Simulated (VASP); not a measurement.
# WS2 (R3m) in VASP: notebook, part 3 of 3

VASP 6.6.1. The steps go on from the part before.

### 6 Single point, r2SCAN

INCAR

```
  ADDGRID = F
  ALGO = Normal
  EDIFF = 1E-6
  ENCUT = 250
  ISIF = 2
  ISMEAR = 0
  LASPH = T
  LCHARG = F
  LMIXTAU = T
  LREAL = F
  LWAVE = F
  METAGGA = R2SCAN
  NELM = 100
  PREC = Accurate
  SIGMA = 0.05
```

KPOINTS

```
k-points
0
Gamma
  6 6 6
```

POSCAR

```
WS2
1.0
    1.5790000000      0.9116360751      6.1633333333
   -1.5790000000      0.9116360751      6.1633333333
    0.0000000000     -1.8232721501      6.1633333333
W S
1 2
Direct
    0.0000000000      0.0000000000      0.0000000000
    0.5810000000      0.5810000000      0.5810000000
    0.7503000000      0.7503000000      0.7503000000
```

Potentials or basis: VASP PAW PBE potentials, release 64 (W_sv, S).

Launch:

```console
$ cat potpaw_PBE.64/W_sv/POTCAR potpaw_PBE.64/S/POTCAR > POTCAR
$ mpirun -np 1 vasp_std > vasp.out
```

OUTCAR:

```text
EDIFF = 1E-6
   ENCUT = 250
   ISIF = 2
   ISMEAR = 0
   LASPH = T
   LREAL = F
   METAGGA = R2SCAN
   NELM = 100
   PREC = Accurate

 Found     32 irreducible k-points:

 Following reciprocal coordinates:
            Coordinates               Weight
  0.000000  0.000000  0.000000      1.000000
  0.166667  0.000000  0.000000      6.000000
  0.333333  0.000000  0.000000      6.000000
  0.500000  0.000000  0.000000      3.000000
  0.166667  0.166667  0.000000      6.000000
  0.333333  0.166667  0.000000     12.000000
   k-points           NKPTS =     32   k-points in BZ     NKDIM =     32   number of bands    NBANDS=     17
   number of dos      NEDOS =    301   number of ions     NIONS =      3
   total plane-waves  NPLWV =  46656
   dimension x,y,z NGX =    36 NGY =   36 NGZ =   36
   dimension x,y,z NGXF=    72 NGYF=   72 NGZF=   72
   ions per type =               1   2
   NGX,Y,Z   is equivalent  to a cutoff of   9.31,  9.31,  9.31 a.u.
   NGXF,Y,Z  is equivalent  to a cutoff of  18.62, 18.62, 18.62 a.u.
 SYSTEM =  unknown system
   PREC   = accura    normal or accurate (medium, high low for compatibility)
   ISTART =      0    job   : 0-new  1-cont  2-samecut
   ICHARG =      2    charge: 1-file 2-atom 10-const
   ISPIN  =      1    spin polarized calculation?
   LNONCOLLINEAR =      F non collinear calculations
   LSORBIT =      F    spin-orbit coupling
   LASPH  =      T    aspherical Exc in radial PAW
   ENCUT  =  250.0 eV  18.37 Ry    4.29 a.u.   8.29  8.29  8.29*2*pi/ulx,y,z
   NELM   =    100;   NELMIN=  2; NELMDL= -5     # of ELM steps
   EDIFF  = 0.1E-05   stopping-criterion for ELM
   LREAL  =      F    real-space projection
   EDIFFG = 0.1E-04   stopping-criterion for IOM
   NSW    =      0    number of steps for IOM
   IBRION =     -1    ionic relax: 0-MD 1-quasi-New 2-CG
   NFREE  =      0    steps in history (QN), initial steepest desc. (CG)
   ISIF   =      2    stress and relaxation
   ISYM   =      2    0-nonsym 1-usesym 2-fastsym
   POTIM  = 0.5000    time-step for ionic-motion
   TEBEG  =    0.0;   TEEND  =   0.0 temperature during run
   PSTRESS=    0.0 pullay stress
   NELECT =      26.0000    total number of electrons
   NUPDOWN=      -1.0000    fix difference up-down
   EMIN   =  10.00;   EMAX   =-10.00  energy-range for DOS
   EFERMI =   0.00;   METHOD = LEGACY
   ISMEAR =     0;   SIGMA  =   0.05  broadening in eV -4-tet -1-fermi 0-gaus
   EFERMI_NEDOS =   21; number of points for ismear=-14 and -15
   IALGO  =     38    algorithm
   IMIX   =      4    mixing-type and parameters
     AMIX     =   0.40;   BMIX     =  1.00
     AMIX_MAG =   1.60;   BMIX_MAG =  1.00
  volume/ion in A,a.u.               =      17.74       119.74
  Fermi-wavevector in a.u.,A,eV,Ry     =   1.289266  2.436359 22.615687  1.662206
  Thomas-Fermi vector in A             =   2.421169
   LORBIT       =      0    0 simple, 1 ext, 2 COOP (PROOUT), +10 PAW based schemes
   METAGGA = R2SCAN    functional components
   LHFCALC =     F    Hartree Fock is set to
   AEXX    =    0.0000 exact exchange contribution
   IVDW    =     0    specifies the selected vdW correction
   LEPSILON=     F    determine dielectric tensor
   LRPA    =     F    only Hartree local field effects (RPA)
 non-spin polarized calculation
 Gauss-broadening in eV      SIGMA  =   0.05
  energy-cutoff  :      250.00
  volume of cell :       53.23
 maximum number of plane-waves:       488
 NGX is ok and might be reduce to    36
   NGX = 17   NGY = 17   NGZ = 17

 number of electron      25.9999994 magnetization

 Free energy of the ion-electron system (eV)
  ---------------------------------------------------
  ext. energy  EPLUGINS =         0.00000000
  ---------------------------------------------------
  free energy    TOTEN  =       -70.03062313 eV

  energy without entropy =      -70.03062313  energy(sigma->0) =      -70.03062313

 E-fermi :   7.7811     XC(G=0): -11.6663

 val. band max:        7.3865102069   @ k =   0.5000   0.5000   0.5000
 cond. band min:       8.5295879932   @ k =  -0.1667   0.1667   0.0000
 fundamental gap:      1.1430777863
 Fermi energy:         7.7811151263

 k-point     1 :       0.0000    0.0000    0.0000
  band No.  band energies     occupation
      1     -69.2098      2.00000
      2     -32.8425      2.00000
      3     -32.6539      2.00000
      4     -32.6539      2.00000
      5      -9.0375      2.00000
      6      -6.9683      2.00000
[... 9 lines left out ...]
     16      10.0561      0.00000
     17      10.0561      0.00000

 k-point     2 :       0.1667    0.0000    0.0000
  band No.  band energies     occupation
      1     -69.2048      2.00000
      2     -32.8244      2.00000
      3     -32.7531      2.00000
      4     -32.6769      2.00000
      5      -8.5589      2.00000
      6      -6.8329      2.00000
[... 9 lines left out ...]
     16       9.9876      0.00000
     17      10.4838      0.00000
[... 61 lines left out ...]
 k-point     6 :       0.3333    0.1667    0.0000
  band No.  band energies     occupation
      1     -69.1970      2.00000
      2     -32.8806      2.00000
      3     -32.7969      2.00000
      4     -32.7299      2.00000
      5      -7.7133      2.00000
      6      -6.6435      2.00000
[... 9 lines left out ...]
     16      10.2473      0.00000
     17      11.6358      0.00000

 [... further k-points ...]
[... 5 lines left out ...]
  --------------------------------------------------------------------------------------
  -------------------------------------------------------------------------------------
  Total        0.5513878      0.5513878      0.1502875      0.0000000      0.0000000     -0.0000000
  in kB       16.5957624     16.5957624      4.5233785      0.0000000      0.0000000     -0.0000000
  external PRESSURE =      12.5716344 kB  Pullay stress =       0.0000000 kB

 VOLUME and BASIS-vectors are now :
 -----------------------------------------------------------------------------
  energy-cutoff  :      250.00
  volume of cell :       53.23
      direct lattice vectors                 reciprocal lattice vectors
     1.579000000  0.911636075  6.163333333     0.316656111  0.182821491  0.054083288
    -1.579000000  0.911636075  6.163333333    -0.316656111  0.182821491  0.054083288
     0.000000000 -1.823272150  6.163333333     0.000000000 -0.365642982  0.054083288

 POSITION                                       TOTAL-FORCE (eV/Angst)
 -----------------------------------------------------------------------------------
      0.00000      0.00000      0.00000         0.000000     -0.000000     -0.618527
      0.00000      0.00000     10.74269         0.000000      0.000000      0.305787
      0.00000      0.00000     13.87305         0.000000      0.000000      0.312740
 -----------------------------------------------------------------------------------
    total drift:                               -0.000000     -0.000000     -0.000564

  FREE ENERGIE OF THE ION-ELECTRON SYSTEM (eV)
  ---------------------------------------------------
  free  energy   TOTEN  =       -70.0306231350 eV

  energy  without entropy=      -70.0306231350  energy(sigma->0) =      -70.03062313
```

Run time: 93 s. Hardware: 1 thread of Intel Xeon Platinum 8488C (Sapphire Rapids), shared host; peak memory 0.21 GiB.

The run converged, but a check on its numbers failed (symmetry, net force, bounds or a known fault of this set-up), so they aren't taken as properties of the crystal.

Caveat: the cutoff lies under the usual one of these potentials, so the numbers hold a large basis-set error; the PAW data sets were made with another functional, which shifts forces and pressure a little; spin-orbit coupling is left out, which moves the levels of the heavy elements.
